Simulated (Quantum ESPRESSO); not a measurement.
# Bi (R-3m) in Quantum ESPRESSO: phonons with PBEsol

Aim: the phonons of Bi with PBEsol.

Everything below comes from runs of Quantum ESPRESSO 7.5. Logs are shortened: lines on timing, memory, paths and dates and some standing lists are left out, and cuts for length are marked.

**1. Starting point**

The structure is trigonal, space group R-3m (No. 166). The conventional cell has a = 4.535 Å, b = 4.535 Å, c = 11.814 Å, α = 90.00°, β = 90.00°, γ = 120.00°. Bi (site symmetry 3m) is surrounded by 6 Bi at 3.06 to 3.52 Å.

**2. Phonons, PBEsol**

Input file pw.in:

```
&CONTROL
  calculation = 'scf'
  prefix = 'pwscf'
  outdir = './tmp'
  pseudo_dir = './pseudo'
  tprnfor = .true.
  tstress = .true.
  disk_io = 'low'
/
&SYSTEM
  ibrav = 0
  nat = 2
  ntyp = 1
  ecutwfc = 66
  nbnd = 22
  occupations = 'smearing'
  smearing = 'gaussian'
  degauss = 0.01999163
/
&ELECTRONS
  conv_thr = 4d-10
  electron_maxstep = 120
  mixing_beta = 0.5
/
ATOMIC_SPECIES
Bi   208.9804 Bi.upf
CELL_PARAMETERS angstrom
   2.2675000000    1.3091417354    3.9380000000
  -2.2675000000    1.3091417354    3.9380000000
   0.0000000000   -2.6182834708    3.9380000000
ATOMIC_POSITIONS crystal
Bi     0.7660000000    0.7660000000    0.7660000000
Bi     0.2340000000    0.2340000000    0.2340000000
K_POINTS automatic
6 6 6 0 0 0
```

Input file relax.in:

```
&CONTROL
  calculation = 'vc-relax'
  prefix = 'pwscf'
  outdir = './tmp'
  pseudo_dir = './pseudo'
  tprnfor = .true.
  tstress = .true.
  disk_io = 'low'
  nstep = 40
  forc_conv_thr = 0.0001
  etot_conv_thr = 1d-06
/
&SYSTEM
  ibrav = 0
  nat = 2
  ntyp = 1
  ecutwfc = 66
  nbnd = 22
  occupations = 'smearing'
  smearing = 'gaussian'
  degauss = 0.01999163
/
&ELECTRONS
  conv_thr = 4d-10
  electron_maxstep = 120
  mixing_beta = 0.5
/
&IONS
  ion_dynamics = 'bfgs'
/
&CELL
  cell_dynamics = 'bfgs'
  press = 0
  press_conv_thr = 0.2
/
ATOMIC_SPECIES
Bi   208.9804 Bi.upf
CELL_PARAMETERS angstrom
   2.2675000000    1.3091417354    3.9380000000
  -2.2675000000    1.3091417354    3.9380000000
   0.0000000000   -2.6182834708    3.9380000000
ATOMIC_POSITIONS crystal
Bi     0.7660000000    0.7660000000    0.7660000000
Bi     0.2340000000    0.2340000000    0.2340000000
K_POINTS automatic
6 6 6 0 0 0
```

Input file scf2.in:

```
&CONTROL
  calculation = 'scf'
  prefix = 'pwscf'
  outdir = './tmp'
  pseudo_dir = './pseudo'
  tprnfor = .true.
  tstress = .true.
  disk_io = 'low'
/
&SYSTEM
  ibrav = 0
  nat = 2
  ntyp = 1
  ecutwfc = 66
  nbnd = 22
  occupations = 'smearing'
  smearing = 'gaussian'
  degauss = 0.01999163
/
&ELECTRONS
  conv_thr = 1d-13
  electron_maxstep = 120
  mixing_beta = 0.5
  startingpot = 'file'
  startingwfc = 'file'
/
ATOMIC_SPECIES
Bi   208.9804 Bi.upf
CELL_PARAMETERS angstrom
   2.2622668182    1.3061203565    3.9132301687
  -2.2622668182    1.3061203565    3.9132301687
   0.0000000000   -2.6122407129    3.9132301687
ATOMIC_POSITIONS crystal
Bi     0.7648187158    0.7648187158    0.7648187158
Bi     0.2351812842    0.2351812842    0.2351812842
K_POINTS automatic
6 6 6 0 0 0
```

Input file ph.in:

```
phonons of Bi
&INPUTPH
  prefix = 'pwscf'
  outdir = './tmp'
  tr2_ph = 1d-16
  fildyn = 'dyn'
  niter_ph = 60
  alpha_mix(1) = 0.4
/
0.0000000000 0.0000000000 0.0000000000
```

Input file dynmat.in:

```
&INPUT
  fildyn = 'dyn'
  asr = 'crystal'
  filout = 'dynmat.disp'
  fileig = 'dynmat.eig'
/
```

Potentials or basis: PseudoDojo 0.4.1 SR PBEsol standard.

Started as:

```console
$ OMP_NUM_THREADS=1 pw.x -in pw.in > pw.out
$ OMP_NUM_THREADS=1 pw.x -in relax.in > relax.out
$ OMP_NUM_THREADS=1 pw.x -in scf2.in > scf2.out
$ OMP_NUM_THREADS=1 ph.x -in ph.in > ph.out
$ OMP_NUM_THREADS=1 dynmat.x -in dynmat.in > dynmat.out
```

pw.out:

```text
This program is part of the open-source Quantum ESPRESSO suite
     for quantum simulation of materials; please cite
[... 9 lines left out ...]
     --------------------
     sticks:   dense  smooth     PW     G-vecs:    dense   smooth      PW
     Sum        1411    1411    423                34233    34233    5541

     Using Slab Decomposition

     bravais-lattice index     =            0
     lattice parameter (alat)  =       8.9365  a.u.
     unit-cell volume          =     473.3229 (a.u.)^3
     number of atoms/cell      =            2
     number of atomic types    =            1
     number of electrons       =        30.00
     number of Kohn-Sham states=           22
     kinetic-energy cutoff     =      66.0000  Ry
     charge density cutoff     =     264.0000  Ry
     scf convergence threshold =      4.0E-10
     mixing beta               =       0.5000
     number of iterations used =            8  plain     mixing
     Exchange-correlation= PBESOL
                           (   1   4  10   8   0   0   0)

     celldm(1)=   8.936477  celldm(2)=   0.000000  celldm(3)=   0.000000
     celldm(4)=   0.000000  celldm(5)=   0.000000  celldm(6)=   0.000000

     crystal axes: (cart. coord. in units of alat)
               a(1) = (   0.479490   0.276834   0.832738 )
               a(2) = (  -0.479490   0.276834   0.832738 )
               a(3) = (   0.000000  -0.553668   0.832738 )

     reciprocal axes: (cart. coord. in units 2 pi/alat)
               b(1) = (  1.042774  0.602046  0.400286 )
               b(2) = ( -1.042774  0.602046  0.400286 )
               b(3) = (  0.000000 -1.204092  0.400286 )

     PseudoPot. # 1 for Bi read from file:
     Bi.upf
     Pseudo is Norm-conserving + core correction, Zval = 15.0
     Generated using ONCVPSP code by D. R. Hamann
     Using radial grid of 1472 points,  6 beta functions with:
                l(1) =   0
                l(2) =   0
                l(3) =   1
                l(4) =   1
                l(5) =   2
                l(6) =   2

     atomic species   valence    mass     pseudopotential
     Bi               15.00   208.98040     Bi( 1.00)

     12 Sym. Ops., with inversion, found

   Cartesian axes

     site n.     atom                  positions (alat units)
         1        Bi     tau(   1) = (  -0.0000000   0.0000000   1.9136312  )
         2        Bi     tau(   2) = (  -0.0000000  -0.0000000   0.5845819  )

     number of k points=    32  Gaussian smearing, width (Ry)=  0.0200
                       cart. coord. in units 2pi/alat
        k(    1) = (   0.0000000   0.0000000   0.0000000), wk =   0.0092593
        k(    2) = (   0.0000000  -0.2006819   0.0667144), wk =   0.0555556
        k(    3) = (   0.0000000  -0.4013639   0.1334287), wk =   0.0555556
        k(    4) = (   0.0000000   0.6020458  -0.2001431), wk =   0.0277778
        k(    5) = (  -0.1737957  -0.1003410   0.1334287), wk =   0.0555556
        k(    6) = (  -0.1737957  -0.3010229   0.2001431), wk =   0.1111111
[... 24 lines left out ...]
        k(   31) = (   0.8689783   0.3010229  -0.2001431), wk =   0.0555556
        k(   32) = (   0.0000000   0.0000000  -0.6004292), wk =   0.0092593

     Dense  grid:    34233 G-vectors     FFT dimensions: (  48,  48,  48)

     Initial potential from superposition of free atoms

     starting charge      29.9985, renormalised to      30.0000
     Starting wfcs are   18 randomized atomic wfcs +    4 random wfcs

     Self-consistent Calculation

     iteration #  1     ecut=    66.00 Ry     beta= 0.50
     Davidson diagonalization with overlap
     ethr =  1.00E-02,  avg # of iterations =  5.8

     Threshold (ethr) on eigenvalues was too large:
     Diagonalizing with lowered threshold

     Davidson diagonalization with overlap
     ethr =  1.93E-05,  avg # of iterations =  7.6

     total energy              =    -327.71459395 Ry
     estimated scf accuracy    <       0.00584583 Ry

     iteration #  2     ecut=    66.00 Ry     beta= 0.50
     Davidson diagonalization with overlap
     ethr =  1.95E-05,  avg # of iterations =  1.0

     total energy              =    -327.71471579 Ry
     estimated scf accuracy    <       0.00104749 Ry

     iteration #  3     ecut=    66.00 Ry     beta= 0.50
     Davidson diagonalization with overlap
     ethr =  3.49E-06,  avg # of iterations =  2.3

     total energy              =    -327.71477543 Ry
     estimated scf accuracy    <       0.00004013 Ry

     iteration #  4     ecut=    66.00 Ry     beta= 0.50
     Davidson diagonalization with overlap
     ethr =  1.34E-07,  avg # of iterations =  2.0

     total energy              =    -327.71478041 Ry
     estimated scf accuracy    <       0.00000318 Ry

     iteration #  5     ecut=    66.00 Ry     beta= 0.50
     Davidson diagonalization with overlap
     ethr =  1.06E-08,  avg # of iterations =  2.0

     total energy              =    -327.71478069 Ry
     estimated scf accuracy    <       0.00000025 Ry

     iteration #  6     ecut=    66.00 Ry     beta= 0.50
     Davidson diagonalization with overlap
     ethr =  8.29E-10,  avg # of iterations =  2.0

     total energy              =    -327.71478074 Ry
     estimated scf accuracy    <       0.00000004 Ry

     iteration #  7     ecut=    66.00 Ry     beta= 0.50
     Davidson diagonalization with overlap
     ethr =  1.23E-10,  avg # of iterations =  2.0

     total energy              =    -327.71478075 Ry
     estimated scf accuracy    <          7.2E-10 Ry

     iteration #  8     ecut=    66.00 Ry     beta= 0.50
     Davidson diagonalization with overlap
     ethr =  2.40E-12,  avg # of iterations =  2.4

     End of self-consistent calculation

          k = 0.0000 0.0000 0.0000 (  4261 PWs)   bands (ev):

   -13.1435 -13.1435 -12.9891 -12.9891 -12.9724 -12.8010 -12.7891 -12.7891
   -12.6645 -12.6645  -3.3837   2.2809   8.2786   8.5441   8.5441  12.2735
    12.7459  12.7459  15.3865  15.5150  15.5150  15.7801

          k = 0.0000-0.2007 0.0667 (  4289 PWs)   bands (ev):

   -13.1238 -13.1177 -12.9805 -12.9736 -12.9586 -12.8146 -12.8023 -12.7970
   -12.6927 -12.6854  -3.1227   1.6979   8.3563   8.5252   8.5809  11.5931
    11.9704  12.1594  14.7608  15.3840  15.8684  17.6419

          k = 0.0000-0.4014 0.1334 (  4301 PWs)   bands (ev):

   -13.0762 -13.0476 -12.9632 -12.9335 -12.9193 -12.8589 -12.8383 -12.8132
   -12.7618 -12.7346  -2.3674   0.3753   8.3674   8.5357   8.9336  10.2616
    10.9197  11.1932  15.6126  16.6523  17.2933  20.0250

          k = 0.0000 0.6020-0.2001 (  4296 PWs)   bands (ev):

   -13.0450 -12.9737 -12.9526 -12.9306 -12.8926 -12.8776 -12.8539 -12.8477
   -12.8071 -12.7663  -1.4479  -0.7992   8.4283   8.5732   9.4673   9.4822
    10.2616  10.7613  17.2932  18.2219  18.8859  19.1599

          k =-0.1738-0.1003 0.1334 (  4284 PWs)   bands (ev):

   -13.1402 -13.0925 -12.9888 -12.9660 -12.9523 -12.8200 -12.8082 -12.7899
   -12.7222 -12.6659  -3.0564   1.6352   7.7242   7.9970   9.4919  10.5347
    12.5893  13.1946  14.4257  16.1537  16.5806  16.6842

          k =-0.1738-0.3010 0.2001 (  4289 PWs)   bands (ev):

   -13.1159 -13.0372 -12.9752 -12.9474 -12.9191 -12.8541 -12.8243 -12.8027
   -12.7791 -12.6909  -2.4966   0.7723   7.3503   7.6095   8.4639  11.3845
    12.4743  12.6799  14.2063  17.2093  17.8075  18.6278

          k =-0.1738 0.7024-0.1334 (  4294 PWs)   bands (ev):

   -13.0729 -12.9847 -12.9444 -12.9310 -12.9014 -12.8760 -12.8562 -12.8276
   -12.8150 -12.7366  -1.5478  -0.4631   6.8926   7.6941   8.2354  11.2896
    11.5586  12.7014  15.6740  17.7174  18.8662  19.1065

          k =-0.1738 0.5017-0.0667 (  4294 PWs)   bands (ev):

   -13.0832 -12.9723 -12.9523 -12.9314 -12.9108 -12.8714 -12.8585 -12.8281
   -12.8101 -12.7281  -1.8054  -0.1878   6.7316   8.3881   8.7378  10.6070
    10.6655  13.3266  15.6273  16.8470  18.3497  19.7148

          k =-0.1738 0.3010 0.0000 (  4297 PWs)   bands (ev):

   -13.1161 -13.0553 -12.9702 -12.9601 -12.9214 -12.8537 -12.8139 -12.8069
   -12.7560 -12.6925  -2.6850   0.9780   7.3090   9.0034   9.0486  10.3515
    10.7924  13.3269  14.5414  15.9370  17.5887  17.7799

          k =-0.3476-0.2007 0.2669 (  4275 PWs)   bands (ev):

   -13.1332 -13.0026 -12.9946 -12.9179 -12.9132 -12.8594 -12.8476 -12.8207
   -12.7865 -12.6688  -2.1953   0.7128   6.2615   7.1702   7.2307  12.3030
    13.6676  14.1436  14.7049  17.7074  18.4832  18.9517
[... 55 lines left out ...]
          k =-0.1738 0.9031-0.0000 (  4278 PWs)   bands (ev):

   -13.0996 -13.0241 -12.9697 -12.9401 -12.9130 -12.8528 -12.8305 -12.8068
   -12.7992 -12.7095  -2.0038   0.2420   6.2703   6.8870   8.8299  11.1948
    13.2845  13.7756  14.9701  17.6877  18.2099  18.8456

          k =-0.1738 0.7024 0.0667 (  4298 PWs)   bands (ev):

   -13.0805 -13.0061 -12.9552 -12.9309 -12.8886 -12.8759 -12.8512 -12.8234
   -12.8022 -12.7310  -1.2370  -0.5319   6.0868   6.1738   9.3160  10.3868
    14.0379  14.0896  15.5840  15.9149  19.6100  19.8839

          k =-0.1738 0.5017 0.1334 (  4286 PWs)   bands (ev):

   -13.1040 -12.9785 -12.9643 -12.9261 -12.9030 -12.8753 -12.8524 -12.8361
   -12.8017 -12.7036  -1.8008   0.0494   6.3108   6.9163   8.4408  11.1678
    12.9604  13.6316  14.9314  18.0271  18.2539  19.0065

          k = 0.6952 0.4014-0.3336 (  4266 PWs)   bands (ev):

   -13.1134 -13.0128 -12.9870 -12.9156 -12.9064 -12.8563 -12.8479 -12.8214
   -12.7922 -12.6909  -1.7331   0.2030   5.4545   7.1627   7.2252  12.5357
    13.7898  14.3504  15.4022  18.5242  19.2511  20.0107

          k = 0.6952 0.2007-0.2669 (  4284 PWs)   bands (ev):

   -13.1018 -13.0068 -12.9726 -12.9223 -12.8855 -12.8739 -12.8516 -12.8236
   -12.8000 -12.7056  -1.2972  -0.2176   5.2947   6.1485   8.2895  11.8053
    13.6008  15.4133  15.7792  16.9956  19.7307  20.2554

          k = 0.6952-0.0000-0.2001 (  4276 PWs)   bands (ev):

   -13.0879 -12.9799 -12.9323 -12.9239 -12.9187 -12.8806 -12.8464 -12.8381
   -12.8133 -12.7235  -0.8974  -0.8607   5.8207   6.4997   8.9566  10.4514
    14.0293  14.3915  15.6773  15.9235  19.3859  19.4475

          k = 0.5214 0.3010-0.2001 (  4298 PWs)   bands (ev):

   -13.1123 -12.9889 -12.9877 -12.9004 -12.8856 -12.8772 -12.8683 -12.8418
   -12.7907 -12.6909  -1.5576   0.0221   5.5322   7.0927   7.1141  12.3915
    13.6914  14.2479  15.0113  18.6923  19.4650  20.0836

          k =-0.0000-0.0000 0.4003 (  4294 PWs)   bands (ev):

   -13.0799 -13.0799 -12.9629 -12.9629 -12.9447 -12.8263 -12.8104 -12.8104
   -12.7349 -12.7349  -2.6097   0.5410   8.7002   8.8965   8.8965  10.8562
    11.0056  11.0056  15.5053  17.1193  17.1193  19.7151

          k =-0.0000 1.0034 0.0667 (  4275 PWs)   bands (ev):

   -13.0752 -13.0505 -12.9537 -12.9528 -12.9354 -12.8345 -12.8187 -12.8170
   -12.7663 -12.7425  -2.1842   0.1380   6.7200   8.7608   9.0575  10.6337
    10.9884  13.5068  15.7881  16.9637  17.6787  19.1373

          k =-0.0000 0.8027 0.1334 (  4287 PWs)   bands (ev):

   -13.0708 -13.0385 -12.9670 -12.9246 -12.9116 -12.8559 -12.8403 -12.8111
   -12.7852 -12.7398  -1.5148  -0.2647   5.5427   7.6847   7.8287  12.0563
    12.4482  15.0266  15.2802  16.8691  17.8128  19.4826

          k = 0.8690 0.5017-0.2669 (  4261 PWs)   bands (ev):

   -13.0753 -13.0409 -12.9637 -12.9427 -12.9276 -12.8398 -12.8257 -12.8097
   -12.7828 -12.7380  -2.0266  -0.0429   6.8719   8.1085   8.4767  11.3469
    11.8682  12.9248  15.3211  17.7957  18.7718  19.4269

          k = 0.8690 0.3010-0.2001 (  4284 PWs)   bands (ev):

   -13.0764 -13.0397 -12.9562 -12.9499 -12.9074 -12.8542 -12.8242 -12.8162
   -12.7840 -12.7368  -1.6180  -0.1670   5.8734   6.4945   9.6441  10.2838
    14.1137  14.3702  15.6713  15.9014  19.5767  19.6996

          k = 0.0000 0.0000-0.6004 (  4256 PWs)   bands (ev):

   -13.0518 -13.0518 -12.9531 -12.9531 -12.9320 -12.8383 -12.8176 -12.8176
   -12.7663 -12.7663  -2.1444  -0.1874   8.7874   9.1482   9.1482  10.4242
    10.4242  10.4812  16.7794  18.8448  18.9261  18.9261

     the Fermi energy is     9.7823 ev

!    total energy              =    -327.71478075 Ry
     estimated scf accuracy    <          2.9E-10 Ry
     smearing contrib. (-TS)   =      -0.00070283 Ry
     internal energy E=F+TS    =    -327.71407792 Ry

     The total energy is F=E-TS. E is the sum of the following terms:
     one-electron contribution =    -107.13050014 Ry
     hartree contribution      =      70.59955313 Ry
     xc contribution           =     -85.86236916 Ry
     ewald contribution        =    -205.32076175 Ry

     convergence has been achieved in   8 iterations

     Forces acting on atoms (cartesian axes, Ry/au):

     atom    1 type  1   force =     0.00000000    0.00000000   -0.00261267
     atom    2 type  1   force =    -0.00000000   -0.00000000    0.00261267

     Total force =     0.003695     Total SCF correction =     0.000128

     Computing stress (Cartesian axis) and pressure

          total   stress  (Ry/bohr**3)                   (kbar)     P=       -2.76
  -0.00001982  -0.00000000   0.00000000           -2.92       -0.00        0.00
  -0.00000000  -0.00001982   0.00000000           -0.00       -2.92        0.00
   0.00000000   0.00000000  -0.00001657            0.00        0.00       -2.44

=------------------------------------------------------------------------------=
   JOB DONE.
=------------------------------------------------------------------------------=
```

Wall time 17 min (1 thread of Arm Neoverse V2, shared host); peak memory 0.11 GiB.

What came out:

```
Free energy                            : -4458.7881 eV
Relaxed volume                         : 34.69 Å³/atom
Relaxed cell                           : a = 4.705 Å, b = 4.705 Å, c = 4.705 Å, α = 57.48°, β = 57.48°, γ = 57.48°
Space group after relaxing (to 0.05 Å) : R-3m (No. 166)
Pressure after relaxing                : 0.0 GPa
Band gap on the k mesh                 : none (metal or under the smearing width)
Highest phonon frequency at Γ          : 104 cm⁻¹
```

The path:
| step | energy change (eV) | largest force (eV/Å) | pressure (GPa) | volume (Å³) |
| --- | --- | --- | --- | --- |
| 1 | 0.0000 | 0.0672 | -0.28 | 70.14 |
| 2 | -0.0003 | 0.0611 | -0.23 | 70.04 |
| 3 | -0.0007 | 0.0514 | -0.17 | 69.90 |
| 4 | -0.0012 | 0.0364 | -0.10 | 69.71 |
| 5 | -0.0015 | 0.0132 | 0.01 | 69.44 |
| 6 | -0.0015 | 0.0047 | 0.03 | 69.37 |
| 7 | -0.0015 | 0.0009 | 0.02 | 69.36 |
| 8 | -0.0015 | 0.0037 | 0.00 | 69.37 |
| 9 | -0.0016 | 0.0074 | -0.02 | 69.39 |
| 10 | -0.0016 | 0.0074 | -0.03 | 69.40 |
| 11 | -0.0016 | 0.0045 | -0.03 | 69.40 |
| 12 | -0.0016 | 0.0013 | -0.01 | 69.38 |

Final structure:
```xyz
2
Lattice="2.2623 1.3061 3.9132 -2.2623 1.3061 3.9132 0.0000 -2.6122 3.9132" Properties=species:S:1:pos:R:3 pbc="T T T"
Bi    0.0000    0.0000    8.9787
Bi    0.0000    0.0000    2.7610
```

Phonon frequencies in cm⁻¹ (negative: imaginary):
```csv
q point,frequencies
"(0.000, 0.000, 0.000)",1 2 2 76 76 104
```

Optical modes at Γ, degenerate ones joined:
```tsv
cm⁻¹	components	symmetry	active in
76	2	Eg	Raman
104	1	A1g	Raman
```

Caveat: the mesh is thin for the phonons of a metal; spin-orbit coupling is left out, which moves the levels of the heavy elements.
